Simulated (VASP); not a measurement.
# AgCl (Fm-3m) in VASP: further runs

Runs on AgCl. Level: LDA. Tasks: single point, relaxation of cell and atoms.

All numbers are computed with VASP 6.6.1; they aren't measurements. Logs are shortened: lines on timing, memory, paths and dates and some standing lists are left out, and cuts for length are marked.

**What was measured.**

From a printed reference work, data compilation, for a bulk crystal of AgCl: band gap 3.249 eV (indirect).

The runs below are set against these values where they give the same quantity.

## Step 1: The structure

The structure is cubic, space group Fm-3m (No. 225). Conventional cell: a = 5.355 Å, b = 5.355 Å, c = 5.355 Å, α = 90.00°, β = 90.00°, γ = 90.00°. Around Ag (site symmetry m-3m) lie 6 Cl at 2.68 Å. Cl (site symmetry m-3m) is surrounded by 6 Ag at 2.68 Å.

## Step 2: Single point, LDA

INCAR

```
  PREC = Accurate
  ENCUT = 520
  EDIFF = 1E-6
  ISMEAR = 0
  SIGMA = 0.02
  LREAL = F
  LASPH = T
  NELM = 100
  ALGO = Normal
  ISIF = 2
  LWAVE = F
  LCHARG = F
  GGA = CA
  NBANDS = 16
```

KPOINTS

```
regular mesh
0
Gamma
  10 10 10
```

POSCAR

```
AgCl
1.0
    0.0000000000      2.6773114500      2.6773114500
    2.6773114500      0.0000000000      2.6773114500
    2.6773114500      2.6773114500      0.0000000000
Ag Cl
1 1
Direct
    0.5000000000      0.5000000000      0.5000000000
    0.0000000000      0.0000000000      0.0000000000
```

Potentials or basis: VASP PAW LDA potentials, release 64 (Ag, Cl).

Command:

```
$ cat potpaw_LDA.64/Ag/POTCAR potpaw_LDA.64/Cl/POTCAR > POTCAR
$ mpirun -np 1 vasp_std > vasp.out
```

OUTCAR:

```text
PREC = Accurate
   ENCUT = 520
   EDIFF = 1E-6
   ISMEAR = 0
   LREAL = F
   LASPH = T
   NELM = 100
   ISIF = 2
   GGA = CA

 ion  position               nearest neighbor table
   1  0.500  0.500  0.500-   2 2.68   2 2.68   2 2.68   2 2.68   2 2.68   2 2.68
   2  0.000  0.000  0.000-   1 2.68   1 2.68   1 2.68   1 2.68   1 2.68   1 2.68

  LATTYP: Found a face centered cubic cell.
 ALAT       =     5.3546229000

  Lattice vectors:

 A1 = (   0.0000000000,   2.6773114500,   2.6773114500)
 A2 = (   2.6773114500,   0.0000000000,   2.6773114500)
 A3 = (   2.6773114500,   2.6773114500,   0.0000000000)

Analysis of symmetry for initial positions (statically):
=====================================================================
 Subroutine PRICEL returns:
 Original cell was already a primitive cell.

 Routine SETGRP: Setting up the symmetry group for a
 face centered cubic supercell.

 Subroutine GETGRP returns: Found 48 space group operations
 (whereof 48 operations were pure point group operations)
 out of a pool of 48 trial point group operations.

The static configuration has the point symmetry O_h .

Analysis of symmetry for dynamics (positions and initial velocities):
=====================================================================
 Subroutine PRICEL returns:
 Original cell was already a primitive cell.

 Routine SETGRP: Setting up the symmetry group for a
 face centered cubic supercell.

 Subroutine GETGRP returns: Found 48 space group operations
 (whereof 48 operations were pure point group operations)
 out of a pool of 48 trial point group operations.

The dynamic configuration has the point symmetry O_h .

 Subroutine INISYM returns: Found 48 space group operations
 (whereof 48 operations are pure point group operations),
 and found     1 'primitive' translations

----------------------------------------------------------------------------------------

                                     Primitive cell

  volume of cell :      38.3819

  direct lattice vectors                    reciprocal lattice vectors
     0.000000000  2.677311450  2.677311450    -0.186754514  0.186754514  0.186754514
     2.677311450  0.000000000  2.677311450     0.186754514 -0.186754514  0.186754514
     2.677311450  2.677311450  0.000000000     0.186754514  0.186754514 -0.186754514

  length of vectors
     3.786290163  3.786290163  3.786290163     0.323468308  0.323468308  0.323468308

  position of ions in fractional coordinates (direct lattice)
     0.500000000  0.500000000  0.500000000
     0.000000000  0.000000000  0.000000000

  ion indices of the primitive-cell ions
   primitive index   ion index
                 1           1
                 2           2

----------------------------------------------------------------------------------------

 KPOINTS: regular mesh

Automatic generation of k-mesh.
 Grid dimensions read from file:
 generate k-points for:   10   10   10

 Generating k-lattice:

  Cartesian coordinates                     Fractional coordinates (reciprocal lattice)
    -0.018675451  0.018675451  0.018675451     0.100000000  0.000000000  0.000000000
     0.018675451 -0.018675451  0.018675451     0.000000000  0.100000000  0.000000000
     0.018675451  0.018675451 -0.018675451     0.000000000  0.000000000  0.100000000

  Length of vectors
     0.032346831  0.032346831  0.032346831

  Shift w.r.t. Gamma in fractional coordinates (k-lattice)
     0.000000000  0.000000000  0.000000000

 Subroutine IBZKPT returns following result:
 ===========================================

 Found     47 irreducible k-points:

 Following reciprocal coordinates:
            Coordinates               Weight
  0.000000  0.000000  0.000000      1.000000
  0.100000  0.000000  0.000000      8.000000
  0.200000  0.000000  0.000000      8.000000
  0.300000  0.000000  0.000000      8.000000
  0.400000  0.000000  0.000000      8.000000
  0.500000  0.000000  0.000000      4.000000
[... 16 lines left out ...]
  0.300000  0.300000  0.000000      6.000000
  0.400000  0.300000  0.000000     24.000000
 [... further k-points ...]
   k-points           NKPTS =     47   k-points in BZ     NKDIM =     47   number of bands    NBANDS=     16
   number of dos      NEDOS =    301   number of ions     NIONS =      2
   total plane-waves  NPLWV =  21952
   dimension x,y,z NGX =    28 NGY =   28 NGZ =   28
   dimension x,y,z NGXF=    56 NGYF=   56 NGZF=   56
   ions per type =               1   1
   NGX,Y,Z   is equivalent  to a cutoff of  12.29, 12.29, 12.29 a.u.
   NGXF,Y,Z  is equivalent  to a cutoff of  24.59, 24.59, 24.59 a.u.
 SYSTEM =  unknown system
   PREC   = accura    normal or accurate (medium, high low for compatibility)
   ISTART =      0    job   : 0-new  1-cont  2-samecut
   ICHARG =      2    charge: 1-file 2-atom 10-const
   ISPIN  =      1    spin polarized calculation?
   LNONCOLLINEAR =      F non collinear calculations
   LSORBIT =      F    spin-orbit coupling
   LASPH  =      T    aspherical Exc in radial PAW
   ENCUT  =  520.0 eV  38.22 Ry    6.18 a.u.   7.04  7.04  7.04*2*pi/ulx,y,z
   NELM   =    100;   NELMIN=  2; NELMDL= -5     # of ELM steps
   EDIFF  = 0.1E-05   stopping-criterion for ELM
   LREAL  =      F    real-space projection
   EDIFFG = 0.1E-04   stopping-criterion for IOM
   NSW    =      0    number of steps for IOM
   IBRION =     -1    ionic relax: 0-MD 1-quasi-New 2-CG
   NFREE  =      0    steps in history (QN), initial steepest desc. (CG)
   ISIF   =      2    stress and relaxation
   ISYM   =      2    0-nonsym 1-usesym 2-fastsym
   POTIM  = 0.5000    time-step for ionic-motion
   TEBEG  =    0.0;   TEEND  =   0.0 temperature during run
   PSTRESS=    0.0 pullay stress
   NELECT =      18.0000    total number of electrons
   NUPDOWN=      -1.0000    fix difference up-down
   EMIN   =  10.00;   EMAX   =-10.00  energy-range for DOS
   EFERMI =   0.00;   METHOD = LEGACY
   ISMEAR =     0;   SIGMA  =   0.02  broadening in eV -4-tet -1-fermi 0-gaus
   EFERMI_NEDOS =   21; number of points for ismear=-14 and -15
   IALGO  =     38    algorithm
   IMIX   =      4    mixing-type and parameters
     AMIX     =   0.40;   BMIX     =  1.00
     AMIX_MAG =   1.60;   BMIX_MAG =  1.00
  volume/ion in A,a.u.               =      19.19       129.51
  Fermi-wavevector in a.u.,A,eV,Ry     =   1.271911  2.403564 22.010933  1.617758
  Thomas-Fermi vector in A             =   2.404818
   LORBIT       =      0    0 simple, 1 ext, 2 COOP (PROOUT), +10 PAW based schemes
   GGA     = CA    functional components
   LHFCALC =     F    Hartree Fock is set to
   AEXX    =    0.0000 exact exchange contribution
   IVDW    =     0    specifies the selected vdW correction
   LEPSILON=     F    determine dielectric tensor
   LRPA    =     F    only Hartree local field effects (RPA)
 non-spin polarized calculation
 Gauss-broadening in eV      SIGMA  =   0.02
  energy-cutoff  :      520.00
  volume of cell :       38.38
 maximum number of plane-waves:      1056
   NGX = 15   NGY = 15   NGZ = 15

 number of electron      18.0000004 magnetization

 Free energy of the ion-electron system (eV)
  ---------------------------------------------------
  ext. energy  EPLUGINS =         0.00000000
  ---------------------------------------------------
  free energy    TOTEN  =        -6.79309120 eV

  energy without entropy =       -6.79309120  energy(sigma->0) =       -6.79309120

 E-fermi :   5.1685     XC(G=0): -10.9787

 val. band max:        5.0125447802   @ k =   0.5000   0.0000   0.0000
 cond. band min:       5.6676195152   @ k =   0.0000   0.0000   0.0000
 fundamental gap:      0.6550747350
 Fermi energy:         5.1684903292

 k-point     1 :       0.0000    0.0000    0.0000
  band No.  band energies     occupation
      1     -10.7967      2.00000
      2       2.0055      2.00000
      3       2.0055      2.00000
      4       2.0055      2.00000
      5       2.0524      2.00000
      6       2.0524      2.00000
[... 8 lines left out ...]
     15      18.6525      0.00000
     16      18.6525      0.00000

 k-point     2 :       0.1000    0.0000    0.0000
  band No.  band energies     occupation
      1     -10.7430      2.00000
      2       1.4500      2.00000
      3       1.4500      2.00000
      4       1.4548      2.00000
      5       2.0538      2.00000
      6       2.0538      2.00000
[... 8 lines left out ...]
     15      17.3175      0.00000
     16      17.5651      0.00000

 k-point     3 :       0.2000    0.0000    0.0000
  band No.  band energies     occupation
      1     -10.5970      2.00000
      2       0.4915      2.00000
      3       0.8682      2.00000
      4       0.8682      2.00000
      5       2.1706      2.00000
      6       2.1706      2.00000
[... 8 lines left out ...]
     15      17.0423      0.00000
     16      17.6664      0.00000

 k-point     4 :       0.3000    0.0000    0.0000
  band No.  band energies     occupation
      1     -10.4046      2.00000
      2      -0.4080      2.00000
      3       0.4280      2.00000
      4       0.4280      2.00000
      5       2.3209      2.00000
      6       2.3209      2.00000
[... 8 lines left out ...]
     15      17.5426      0.00000
     16      17.7538      0.00000
[... 324 lines left out ...]
 k-point    22 :      -0.2000    0.2000    0.0000
  band No.  band energies     occupation
      1     -10.3599      2.00000
      2      -0.4585      2.00000
      3       0.2717      2.00000
      4       0.7748      2.00000
      5       2.2566      2.00000
      6       2.4225      2.00000
[... 8 lines left out ...]
     15      19.1587      0.00000
     16      20.2127      0.00000

 k-point    23 :       0.3000    0.3000    0.0000
  band No.  band energies     occupation
      1     -10.3514      2.00000
      2      -0.4536      2.00000
      3       1.3035      2.00000
      4       1.3035      2.00000
      5       1.7099      2.00000
      6       2.2137      2.00000
[... 8 lines left out ...]
     15      19.9211      0.00000
     16      21.8214      0.00000

 k-point    24 :       0.4000    0.3000    0.0000
  band No.  band energies     occupation
      1     -10.2550      2.00000
      2      -0.4720      2.00000
      3       0.9149      2.00000
      4       1.0444      2.00000
      5       1.8515      2.00000
      6       2.4395      2.00000
[... 8 lines left out ...]
     15      20.1313      0.00000
     16      21.2010      0.00000

 [... further k-points ...]

------------------------ aborting loop because EDIFF is reached ----------------------------------------

  FORCE on cell =-STRESS in cart. coord.  units (eV):
  Direction    XX          YY          ZZ          XY          YZ          ZX
  --------------------------------------------------------------------------------------
  -------------------------------------------------------------------------------------
  Total        0.0036916      0.0036916      0.0036916      0.0000000      0.0000000     -0.0000000
  in kB        0.1540980      0.1540980      0.1540980      0.0000000      0.0000000     -0.0000000
  external PRESSURE =       0.1540980 kB  Pullay stress =       0.0000000 kB

 VOLUME and BASIS-vectors are now :
 -----------------------------------------------------------------------------
  energy-cutoff  :      520.00
  volume of cell :       38.38
      direct lattice vectors                 reciprocal lattice vectors
     0.000000000  2.677311450  2.677311450    -0.186754514  0.186754514  0.186754514
     2.677311450  0.000000000  2.677311450     0.186754514 -0.186754514  0.186754514
     2.677311450  2.677311450  0.000000000     0.186754514  0.186754514 -0.186754514

 POSITION                                       TOTAL-FORCE (eV/Angst)
 -----------------------------------------------------------------------------------
      2.67731      2.67731      2.67731         0.000000      0.000000      0.000000
      0.00000      0.00000      0.00000        -0.000000     -0.000000     -0.000000
 -----------------------------------------------------------------------------------
    total drift:                                0.000000      0.000000      0.000000

  FREE ENERGIE OF THE ION-ELECTRON SYSTEM (eV)
  ---------------------------------------------------
  free  energy   TOTEN  =        -6.7930912039 eV

  energy  without entropy=       -6.7930912039  energy(sigma->0) =       -6.79309120
```

Run time: 8.8 s. Hardware: 1 thread of Intel Xeon 6975P-C (Granite Rapids), shared host; peak memory 0.15 GiB.

Results:

- Free energy: -6.7931 eV
- Pressure: 0.0 GPa
- Band gap on the k mesh: 0.66 eV, indirect (least direct gap 3.30 eV)

Levels at points of the mesh, in eV from the valence-band top:
| k point | band 5 | band 6 | band 7 | band 8 | band 9 | band 10 | band 11 | band 12 | band 13 | band 14 |
| --- | --- | --- | --- | --- | --- | --- | --- | --- | --- | --- |
| (0.00, 0.00, 0.00) | -2.96 | -2.96 | -2.76 | -2.76 | -2.76 | 0.66 | 10.71 | 10.71 | 10.71 | 11.87 |
| (0.50, 0.00, 0.00) | -2.51 | -2.51 | -2.13 | 0.00 | 0.00 | 3.67 | 6.95 | 7.24 | 7.24 | 13.62 |
| (0.50, 0.50, 0.00) | -3.45 | -2.71 | -2.36 | -2.36 | -2.19 | 1.94 | 7.71 | 8.75 | 11.79 | 11.79 |

(Continued in part 2 of 2.)
